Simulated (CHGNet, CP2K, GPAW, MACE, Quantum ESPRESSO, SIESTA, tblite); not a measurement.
## Codes compared on twisted Ti2CO2 MXene bilayer, 21.79° (70 atoms)

Aim: run twisted Ti2CO2 MXene bilayer, 21.79° (70 atoms) in several programs and set results and cost side by side. A plane-wave run serves as the reference.

Calculated with Quantum ESPRESSO 7.5; Kohn-Sham DFT, PBE, SSSP efficiency 1.3.0 pseudopotentials, plane waves.

## Step 1: The structure

The cell holds 70 atoms: 14 C, 28 Ti and 28 O. Its edges and angles: a = 8.017 Å, b = 8.017 Å, c = 23.630 Å, α = 90.0°, β = 90.0°, γ = 120.0°. It derives from Ti2CO2 (Ti2CO2 MXene). Ti2CO2 MXene (a = 3.03 Å) under Ti2CO2 MXene (a = 3.03 Å), bilayer, commensurate cell of 7 unit cells a layer, twist 21.79 deg; facing planes 2.75 Å apart; 12 Å of vacuum; layers as built, displaced by a Gaussian of 0.01 Å. Then every atom was moved at random, 0.05 Å r.m.s. a Cartesian component. Regions: layer 1, 35 atoms (7 C, 14 Ti and 14 O); layer 2, 35 atoms (7 C, 14 Ti and 14 O). Vacuum lies along c.

## Step 2: The reference run

Contents of pw.in:

```
&control
  calculation = 'scf'
  pseudo_dir = './pseudo'
  outdir = './tmp'
  disk_io = 'none'
  tprnfor = .true.
/
&system
  ibrav = 0
  nat = 70
  ntyp = 3
  ecutwfc = 60
  ecutrho = 480
  nosym = .true.
  occupations = 'smearing'
  smearing = 'fd'
  degauss = 0.003675
/
&electrons
  conv_thr = 3.5e-07
  electron_maxstep = 100
  mixing_beta = 0.2
  mixing_mode = 'local-TF'
  diagonalization = 'david'
/
ATOMIC_SPECIES
C 12.011 C.upf
Ti 47.867 Ti.upf
O 15.999 O.upf
CELL_PARAMETERS angstrom
8.01660 0.00000 0.00000
-4.00830 6.94258 0.00000
0.00000 0.00000 23.63000
ATOMIC_POSITIONS crystal
C 0.98830 0.99363 0.34850
Ti 0.18002 0.22761 0.40413
Ti 0.23577 0.05097 0.29044
O 0.23918 0.04849 0.43997
O 0.18374 0.23484 0.25367
C 0.14456 0.43139 0.34717
Ti 0.32731 0.67902 0.40527
Ti 0.37626 0.46291 0.29082
O 0.37736 0.48136 0.44228
O 0.33356 0.66659 0.25393
C 0.27974 0.85068 0.34538
Ti 0.47498 0.10254 0.39969
[... 54 atom lines left out ...]
Ti 0.10085 0.47204 0.70732
Ti 0.05144 0.24017 0.59415
O 0.04149 0.22619 0.74600
O 0.09672 0.48638 0.55673
K_POINTS gamma
```

Launch:

```
OMP_NUM_THREADS=1 mpirun -np 4 pw.x -in pw.in > output.txt
```

Output:

```text
Program PWSCF
     gamma-point specific algorithms are used
     one sub-group per band group will be used
     scalapack distributed-memory algorithm (size of sub-group:  2*  2 procs)
     Parallelization info
     sticks:   dense  smooth     PW     G-vecs:    dense   smooth      PW
     Min        1896     947    238               394032   139311   17430
     Max        1899     950    240               394034   139350   17441
     Sum        7591    3793    955              1576133   557285   69741
     bravais-lattice index     =            0
     lattice parameter (alat)  =      15.1492  a.u.
     unit-cell volume          =    8875.0627 (a.u.)^3
     number of atoms/cell      =           70
     number of atomic types    =            3
     number of electrons       =       560.00
[... lines left out ...]
     scf convergence threshold =      3.5E-07
[... lines left out ...]
     number of k points=     1  Fermi-Dirac smearing, width (Ry)=  0.0037
[... lines left out ...]
     total energy              =   -4773.57702169 Ry
[... lines left out ...]
     total energy              =   -4767.01393471 Ry
[... lines left out ...]
     total energy              =   -4770.10387126 Ry
[... lines left out ...]
     total energy              =   -4770.08832120 Ry
[... lines left out ...]
     total energy              =   -4770.08832112 Ry
     estimated scf accuracy    <       0.00000044 Ry
     iteration # 32     ecut=    60.00 Ry     beta= 0.20
     negative rho (up, down):  3.338E-02 0.000E+00
     End of self-consistent calculation
          k = 0.0000 0.0000 0.0000 ( 34871 PWs)   bands (ev):
   -53.7309 -53.6785 -53.6514 -53.6372 -53.6171 -53.6034 -53.5916 -53.5532
   -53.5291 -53.5229 -53.4956 -53.4289 -53.4280 -53.4160 -53.4021 -53.3906
   -53.3893 -53.3800 -53.3705 -53.3680 -53.3600 -53.3556 -53.3490 -53.3369
[...]
6.0508   6.0742   6.0959   6.1041   6.1307   6.1835   6.3574   6.3823
     6.3909   6.4408   6.4540   6.4681   6.4826   6.4870   6.5214   6.5671
     the Fermi energy is     4.4917 ev
!    total energy              =   -4770.08832117 Ry
     estimated scf accuracy    <       0.00000019 Ry
     smearing contrib. (-TS)   =      -0.00219460 Ry
     internal energy E=F+TS    =   -4770.08612657 Ry
     The total energy is F=E-TS. E is the sum of the following terms:
     one-electron contribution =  -28068.06829856 Ry
     hartree contribution      =   14147.07848547 Ry
     xc contribution           =    -778.16765192 Ry
     ewald contribution        =   10282.05851922 Ry
     one-center paw contrib.   =    -352.98718078 Ry
     convergence has been achieved in  32 iterations
     negative rho (up, down):  3.338E-02 0.000E+00
     Forces acting on atoms (cartesian axes, Ry/au):
     atom    1 type  1   force =     0.02601178    0.04877950   -0.02505146
     atom    2 type  2   force =     0.00035902    0.05007696   -0.01385507
     atom    3 type  2   force =     0.03406505   -0.04890370    0.03118059
[...]
atom   69 type  3   force =     0.01042034    0.04204731    0.00959413
     atom   70 type  3   force =     0.02979413   -0.02212428    0.01319834
     Total force =     0.448955     Total SCF correction =     0.001965
     Message from routine punch:
     Nothing written, as per user request (disk_io='none')
```

Elapsed: 12 min, on 4 MPI ranks of Arm Neoverse N1, shared host; peak memory 4.4 GiB; 49 min of CPU time.

Banners, paths, timers and routine set-up lines are dropped from the logs unmarked, and long logs keep their key lines alone; longer cuts are marked.

Numbers from this run:

* r.m.s. force component: 0.7965 eV/Å
* longest force: 4.204 eV/Å

## Step 3: Local order

Normalised to the volume that the atoms fill. g(r), total and by pair (bins of 0.2 Å):

```csv
r (Å),total,O-O,O-Ti,O-C,Ti-Ti,Ti-C,C-C
1.70,0.04,0.00,0.13,0.00,0.00,0.00,0.00
1.90,1.85,0.00,5.79,0.00,0.00,0.00,0.00
2.10,2.12,0.00,2.50,0.00,0.00,8.25,0.00
2.30,0.85,0.00,0.00,0.00,0.00,5.34,0.00
2.50,0.00,0.00,0.00,0.00,0.00,0.00,0.00
2.70,0.52,0.11,0.00,3.16,0.00,0.00,0.00
2.90,1.73,2.39,0.00,5.01,2.50,0.00,3.55
3.10,2.45,5.21,0.00,0.00,7.43,0.00,10.59
3.30,0.09,0.14,0.00,0.00,0.44,0.00,0.00
3.50,0.64,0.45,1.71,0.00,0.00,0.12,0.00
3.70,1.25,0.17,1.82,0.00,0.00,3.96,0.00
3.90,0.21,0.10,0.28,0.05,0.00,0.58,0.00
4.10,0.64,0.47,0.16,3.19,0.00,0.00,0.00
4.30,0.37,0.12,0.16,0.56,1.31,0.00,0.00
4.50,0.40,0.12,0.99,0.00,0.43,0.00,0.00
4.70,2.21,1.20,5.04,0.00,0.17,2.37,0.00
4.90,0.81,0.71,0.43,0.13,0.13,3.22,0.00
5.10,1.11,0.67,0.25,4.71,0.88,0.03,0.70
5.30,1.24,1.92,0.14,0.82,3.73,0.00,4.03
5.50,0.25,0.30,0.12,0.38,0.65,0.00,0.00
5.70,0.28,1.05,0.17,0.26,0.09,0.00,0.00
5.90,0.29,0.53,0.19,0.27,0.33,0.13,0.79
6.10,0.80,1.49,0.20,0.29,1.74,0.38,2.76
6.30,1.17,0.73,2.61,0.22,0.10,1.05,0.00
6.50,1.00,1.17,0.99,0.46,0.11,2.57,0.00
6.70,0.74,0.12,0.28,3.08,0.65,0.22,0.00
6.90,0.60,0.19,0.97,0.25,1.11,0.28,0.00
7.10,0.73,0.02,1.46,0.17,0.06,1.40,0.06
```

Bonds by pair of elements; cutoffs follow the first minimum of g(r), held within bounds set by covalent radii, and pairs that aren't listed don't count as bonded (cutoffs were set anew for this text, so counts can differ from the run's own analysis):

```csv
pair A-B,cutoff (Å),bonds,mean length (Å),spread (Å),shortest (Å),B about A,A about B
O-Ti,2.64,84,1.97,0.064,1.74,3,3
Ti-C,2.64,84,2.19,0.063,2.04,3,6
```

How many atoms have how many bonded neighbours:

```csv
element,mean,3,6
C,6,0,14
O,3,28,0
Ti,6,0,28
```

## Step 4: The other programs

The programs:
- CHGNet: machine-learned potential, published weights.
- CP2K 2026.2: Gaussian basis with GTH pseudopotentials and a plane-wave density; labels give functional, basis (MOLOPT sets; SR short-range, UZH the newer set with its own potentials), grid cutoff/relative cutoff and solver (OT: orbital transformation; TRS4, TC2, SIGN: linear-scaling purification with its sparsity filter), or its built-in tight binding.
- GPAW 26.7.0: PAW with atomic orbitals (LCAO), plane waves or a real-space grid of spacing h.
- MACE: machine-learned potential, published weights.
- SIESTA 5.4.2: numerical atomic orbitals, whose automatically made sets are far from complete, with PseudoDojo norm-conserving potentials that we converted to its format (checked against plane waves on the same files for H, C, O, Si, Ge and Ca alone); labels give functional, basis size, energy shift and mesh cutoff.

All use the same cell and atoms; the electronic-structure runs use the same k-mesh, and an electronic temperature of 580 K (0.05 eV) where levels are smeared.

Differences are against the plane-wave reference, forces as r.m.s. over components; share is that over the reference's r.m.s. force, slope the least-squares factor from reference forces to these. Total energies of different programs have different zeros and aren't compared.

```csv
run,"Δ force, r.m.s. (meV/Å)",share (%),slope,cores,CPU time,memory (GiB)
reference,-,-,-,4,49 min,4.4
CHGNet r2SCAN potential,414,52.0,0.516,1,6.3 s,1.2
"CP2K PBE, DZVP-MOLOPT-SR, 400/50 Ry, diagonalisation (coarse)",56.7,7.11,1.027,2,14 min,2.6
"CP2K PBE, DZVP-MOLOPT-SR, 800/50 Ry, diagonalisation",26.7,3.35,1.023,4,17 min,8.2
"CP2K PBE, SZV-MOLOPT-SR, 800/50 Ry, diagonalisation (coarse)",277,34.7,1.075,2,12 min,6.6
"CP2K PBE, TZVP-MOLOPT (SR for Ti), 800/50 Ry, diagonalisation",26.6,3.34,1.021,4,36 min,9.4
"GPAW PBE, plane waves 550 eV",55.6,6.98,1.036,2,18 min,1.8
MACE MP-0b3 medium potential,412,51.8,0.749,1,12 s,0.95
MACE MPA-0 medium potential,245,30.8,0.927,1,12 s,0.95
"SIESTA PBE, DZ, shift 0.01 Ry, mesh 500 Ry (coarse)",158,19.9,0.989,2,6.9 min,1.3
"SIESTA PBE, DZP, shift 0.01 Ry, mesh 200 Ry",83.5,10.5,1.029,2,4.9 min,0.8
"SIESTA PBE, DZP, shift 0.01 Ry, mesh 500 Ry",82.6,10.4,1.030,2,15 min,1.8
```

Rows marked coarse were listed beforehand as settings not expected to be converged; some can still land near the reference.

Times of the machine-learned potentials are mostly Python's start and the loading of weights.

CPU time is summed over cores on a shared host, where runs went side by side, so it is rough. Symmetry, cutoffs, thresholds, outputs and thread counts weren't matched or tuned between programs; memory under MPI is the largest rank's times the ranks.

Runs without a result: GPAW PBE, LCAO dzp, h 0.18 Å (cut off at its time limit of 12 min); SIESTA PBE, SZ, shift 0.01 Ry, mesh 500 Ry (cut off at its time limit of 5 min); GPAW PBE, LCAO dzp, h 0.16 Å (cut off at its time limit of 15 min).

Mean charges by element (e), by run and scheme:

```csv
run,scheme,C,Ti,O
"CP2K PBE, DZVP-MOLOPT-SR, 800/50 Ry, diagonalisation",Mulliken,-0.24,+0.65,-0.53
"CP2K PBE, DZVP-MOLOPT-SR, 800/50 Ry, diagonalisation",Hirshfeld,-0.33,+0.43,-0.26
"CP2K PBE, TZVP-MOLOPT (SR for Ti), 800/50 Ry, diagonalisation",Mulliken,-0.38,+0.40,-0.21
"CP2K PBE, TZVP-MOLOPT (SR for Ti), 800/50 Ry, diagonalisation",Hirshfeld,-0.33,+0.43,-0.27
"SIESTA PBE, DZP, shift 0.01 Ry, mesh 200 Ry",Hirshfeld,-0.32,+0.38,-0.22
"SIESTA PBE, DZP, shift 0.01 Ry, mesh 500 Ry",Hirshfeld,-0.32,+0.38,-0.22
```

Within one program, basis, potentials and functional, energies share a zero. Each run against its twin at the usual cutoff or grid and solver:

```csv
run,twin,Δ energy (meV/atom),"Δ force, r.m.s. (meV/Å)",CPU time over the twin's
"CP2K PBE, DZVP-MOLOPT-SR, 400/50 Ry, diagonalisation","DZVP-MOLOPT-SR, 800/50 Ry, diagonalisation",-0.0806,50.1,0.80 (this twin ran on 4 cores)
"SIESTA PBE, DZP, shift 0.01 Ry, mesh 200 Ry","DZP, shift 0.01 Ry, mesh 500 Ry",0.669,8.25,0.32
```

A second geometry, displaced anew (every atom was moved at random, 0.06 Å r.m.s. a Cartesian component), gives an energy difference that all programs can be tested on. The reference puts it at 22.21 meV/atom.

```csv
run,energy less the first geometry's (meV/atom),error (meV/atom),force share at the second geometry (%)
"CP2K PBE, DZVP-MOLOPT-SR, 800/50 Ry, diagonalisation",22.38,0.173,3.06
MACE MPA-0 medium potential,18.67,-3.54,33.4
"SIESTA PBE, DZP, shift 0.01 Ry, mesh 500 Ry",20.91,-1.30,9.33
CHGNet r2SCAN potential,10.42,-11.8,55.4
MACE MP-0b3 medium potential,13.95,-8.26,53.3
"CP2K PBE, TZVP-MOLOPT (SR for Ti), 800/50 Ry, diagonalisation",22.33,0.120,2.87
"GPAW PBE, plane waves 550 eV",22.33,0.121,5.62
"CP2K PBE, SZV-MOLOPT-SR, 800/50 Ry, diagonalisation",17.68,-4.53,34.3
"SIESTA PBE, DZ, shift 0.01 Ry, mesh 500 Ry",21.91,-0.305,17.3
"CP2K PBE, DZVP-MOLOPT-SR, 400/50 Ry, diagonalisation",22.22,0.0088,6.26
"SIESTA PBE, DZP, shift 0.01 Ry, mesh 200 Ry",20.87,-1.34,9.40
```

## Step 5: Outcome

```yaml
reference_r_m_s_force_component: 0.797 eV/Å
nearest_in_forces: a tie at 3.3 % of 2 runs: CP2K PBE, DZVP-MOLOPT-SR, 800/50 Ry, diagonalisation; CP2K PBE, TZVP-MOLOPT (SR for Ti), 800/50 Ry, diagonalisation
farthest_in_forces: a tie at 52 % of 2 runs: CHGNet r2SCAN potential; MACE MP-0b3 medium potential
cheapest_electronic_structure_run_beside_the_reference: SIESTA PBE, DZP, shift 0.01 Ry, mesh 200 Ry, 4.9 min of CPU time
```

PBE on plane waves or a grid with other potentials, cutoffs or grids, coarse settings apart, differs from the reference by 7.0 % (GPAW PBE, plane waves 550 eV) of the r.m.s. force; potentials, valence shells or grid differ, and the table alone doesn't part them. The PBE runs in local orbitals, coarse settings apart, differ by 3.3 % (CP2K PBE, TZVP-MOLOPT (SR for Ti), 800/50 Ry, diagonalisation) to 10 % (SIESTA PBE, DZP, shift 0.01 Ry, mesh 200 Ry); basis, grid and potentials can all enter. Machine-learned potentials differ by 31 % (MACE MPA-0 medium potential) to 52 % (CHGNet r2SCAN potential); they were trained on other programs' data, some at another functional. Among those trained on PBE data the slope goes as low as 0.75, with a correlation of 0.86, so directions differ as well as sizes. Runs with settings chosen to be coarse differ by 7.1 % (CP2K PBE, DZVP-MOLOPT-SR, 400/50 Ry, diagonalisation) to 35 % (CP2K PBE, SZV-MOLOPT-SR, 800/50 Ry, diagonalisation), their programs' other errors included. Of the electronic-structure runs that take under half the reference's CPU time, CP2K PBE, DZVP-MOLOPT-SR, 800/50 Ry, diagonalisation comes nearest, at 3.3 % in 17 min against 49 min. Charges hang on scheme and program or settings: among these rows the mean for O runs from -0.53 to -0.21 e. The energy difference between the two geometries, 22.2 meV/atom in the reference, is met best by CP2K PBE, DZVP-MOLOPT-SR, 400/50 Ry, diagonalisation (coarse) (+0.0088) and worst by CHGNet r2SCAN potential (-11.8). In the reference: for some of the pairs, g(r) has its first main peak near 3.03 Å (O-O), 1.97 Å (O-Ti), 2.82 Å (O-C), 3.07 Å (Ti-Ti), 2.18 Å (Ti-C) and 3.03 Å (C-C). Machine-learned potentials mimic data converged in k, so the reference's own k-point error enters their differences. The reference's PBE has no dispersion term, which matters for the binding between molecules or layers. The runs have no spin polarisation, so any moments at edges, vacancies or dangling bonds can't form. The electronic-structure runs sample only Γ, in a cell whose shortest periodic width is 7 Å.

[Also dropped from logs without a mark: logging warnings of Python, and SIESTA's first energy breakdown and zero terms.]

[Logs are printed without paths, hosts, clocks, repeated set-up lines and the standing remarks that a program may print on its own settings, such as how far it seeks lower states.]

[Hosts, paths, dates, database ids (printed as entryN), source tags and the programs' standing remarks are cut or masked in the printed files.]
